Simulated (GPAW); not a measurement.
Write an ASE script for GPAW 26.7.0 that does the following.

```
Task                : single point
Functional          : PBE
Potentials or basis : GPAW PAW data sets (gpaw-data 1.2.1)
Cutoff              : 500 eV
Basis               : pw
k mesh              : 7 × 7 × 7
Occupations         : fermi-dirac, width 0.05 eV
Spin                : no spin polarisation
Maxiter             : 120
Convergence         : default
```

The structure of As lies in As.cif:

```cif
data_As
_cell_length_a 3.76159380
_cell_length_b 3.76159380
_cell_length_c 10.54218598
_cell_angle_alpha 90.00000000
_cell_angle_beta 90.00000000
_cell_angle_gamma 120.00000000
_space_group_name_H-M_alt 'R-3m'
_space_group_name_Hall '-R 3 2"'
_space_group_IT_number 166
loop_
_space_group_symop_operation_xyz
'x,y,z'
'-x,-y,-z'
'-y,x-y,z'
'y,-x+y,-z'
'-x+y,-x,z'
'x-y,x,-z'
'y,x,-z'
'-y,-x,z'
'x-y,-y,-z'
'-x+y,y,z'
'-x,-x+y,-z'
'x,x-y,z'
'x+2/3,y+1/3,z+1/3'
'-x+2/3,-y+1/3,-z+1/3'
'-y+2/3,x-y+1/3,z+1/3'
'y+2/3,-x+y+1/3,-z+1/3'
'-x+y+2/3,-x+1/3,z+1/3'
'x-y+2/3,x+1/3,-z+1/3'
'y+2/3,x+1/3,-z+1/3'
'-y+2/3,-x+1/3,z+1/3'
'x-y+2/3,-y+1/3,-z+1/3'
'-x+y+2/3,y+1/3,z+1/3'
'-x+2/3,-x+y+1/3,-z+1/3'
'x+2/3,x-y+1/3,z+1/3'
'x+1/3,y+2/3,z+2/3'
'-x+1/3,-y+2/3,-z+2/3'
'-y+1/3,x-y+2/3,z+2/3'
'y+1/3,-x+y+2/3,-z+2/3'
'-x+y+1/3,-x+2/3,z+2/3'
'x-y+1/3,x+2/3,-z+2/3'
'y+1/3,x+2/3,-z+2/3'
'-y+1/3,-x+2/3,z+2/3'
'x-y+1/3,-y+2/3,-z+2/3'
'-x+y+1/3,y+2/3,z+2/3'
'-x+1/3,-x+y+2/3,-z+2/3'
'x+1/3,x-y+2/3,z+2/3'
loop_
_atom_site_label
_atom_site_type_symbol
_atom_site_symmetry_multiplicity
_atom_site_Wyckoff_symbol
_atom_site_fract_x
_atom_site_fract_y
_atom_site_fract_z
_atom_site_occupancy
As1 As 6 c 0.0000000000 0.0000000000 0.2260000000 1
```

These files were run (other wordings do the same):

run.py

```python
import spglib
from ase import Atoms
from ase.dft.bandgap import bandgap
from ase.io import read, write
from ase.units import GPa
from gpaw import GPAW, PW

atoms = read('As.cif')
cell, positions, numbers = spglib.find_primitive(
    (atoms.cell[:], atoms.get_scaled_positions(), atoms.numbers), symprec=1e-4)
atoms = Atoms(numbers, cell=cell, scaled_positions=positions, pbc=True)

calc = GPAW(mode=PW(500),
            xc='PBE',
            kpts={'size': (7, 7, 7), 'gamma': True},
            occupations={'name': 'fermi-dirac', 'width': 0.05},
            nbands=13,
            maxiter=120,
            txt='gpaw.txt')
atoms.calc = calc
energy = atoms.get_potential_energy()
forces = atoms.get_forces()
stress = atoms.get_stress()
calc.write('gs.gpw')
write('result.traj', atoms)
print(f'Energy: {energy:.6f} eV')
print('Forces (eV/A):')
print(forces.round(4))
print('Stress (GPa):', (stress / GPa).round(3))
print('Fermi level:', round(calc.get_fermi_level(), 4), 'eV')
print(f'Gap: {bandgap(calc)[0]:.4f} eV, direct: {bandgap(calc, direct=True)[0]:.4f} eV')
```

Potentials or basis: GPAW PAW data sets (gpaw-data 1.2.1), pw.

Run with:

```bash
$ OMP_NUM_THREADS=1 python run.py
```

It gave:

```json
{
 "Pressure": "3.8 GPa",
 "Largest force": "0.444 eV/Å",
 "Band gap on the k mesh": "none (metal or under the smearing width)"
}
```

Caveat: the cutoff is short for stress and forces, so pressures can be off by a GPa or more.

It took 13 s on 1 thread of Arm Neoverse V2 (shared host), peak memory 0.15 GiB.
